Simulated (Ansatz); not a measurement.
# Rb: straining the crystal, biaxial strain in the a-b plane

How does Rb answer biaxial strain in the a-b plane between -6 and +6 %? At each strain the length and tilt of c and the atoms relax, within the symmetry that is left.

Computed with Ansatz 0.2.0 (DFT PBE, scalar-relativistic, plane waves, PAW, unless a step's input says otherwise).

## Step 1: The system as given

The structure is cubic, space group Im-3m (No. 229). Conventional cell: a = 5.671 Å, b = 5.671 Å, c = 5.671 Å, α = 90.00°, β = 90.00°, γ = 90.00°.

Coordinates:

```cif
data_structure
_symmetry_space_group_name_H-M 'P 1'
_symmetry_Int_Tables_number 1
_cell_length_a 5.6706
_cell_length_b 5.6706
_cell_length_c 5.6706
_cell_angle_alpha 90.000
_cell_angle_beta 90.000
_cell_angle_gamma 90.000
_cell_volume 182.34
loop_
_atom_site_label
_atom_site_type_symbol
_atom_site_fract_x
_atom_site_fract_y
_atom_site_fract_z
_atom_site_occupancy
Rb1 Rb 0.00000 0.00000 0.00000 1
Rb2 Rb 0.50000 0.50000 0.50000 1
```

The unstrained cell comes from an earlier run at this level (2 atoms, E(σ→0) -6534.6978 eV, gap none (metal)).

## Step 2: The cell strained by -2.0 %

Contents of input.yaml:

```yaml
crystal:
  lattice:
    - [5.5571498559, 0.0, 0.0]
    - [0.0, 5.5571498559, 0.0]
    - [0.0, 0.0, 5.7386078104]
  atoms:
    - { symbol: Rb, position: [0.0, 0.0, 0.0] }
    - { symbol: Rb, position: [0.5, 0.5, 0.5] }
basis:
  ecutwfc: 420
kpoints:
  mp_grid: { grid: [10, 10, 10] }
hamiltonian:
  xc: pbe
scf:
  occupations: { method: gaussian, width: 0.1 }
output:
  forces: true
  stress: true
  eigenvalues: true
relax:
  adjacent_minimum: "off"
  f_tol: 0.008
  max_steps: 40
  cell: { stress_tol: 0.015, fix: [a, b, gamma] }
```

Launch:

```
> ansatz run input.yaml --threads 1 --pin off --max-ram 2560MiB --backend cpu --events-out ev --progress --plain --runs-dir out
```

Further runs follow: At +2.0 %; strain -4.0 %; strain +4.0 %; strain -6.0 %; strain +6.0 %.

What does the calculation give?

The runs gave:

| quantity | value |
| --- | --- |
| largest energy cost | 2.9 meV/atom at +6.0 % |

What this shows: The energy falls by 0.9 meV/atom at -4.0 %: the reference was relaxed within its own symmetry and is no minimum along this strain. A cubic fit misses a point by 0.4 meV/atom, which a change of structure or electronic state along the series can cause, so no stiffness is quoted.
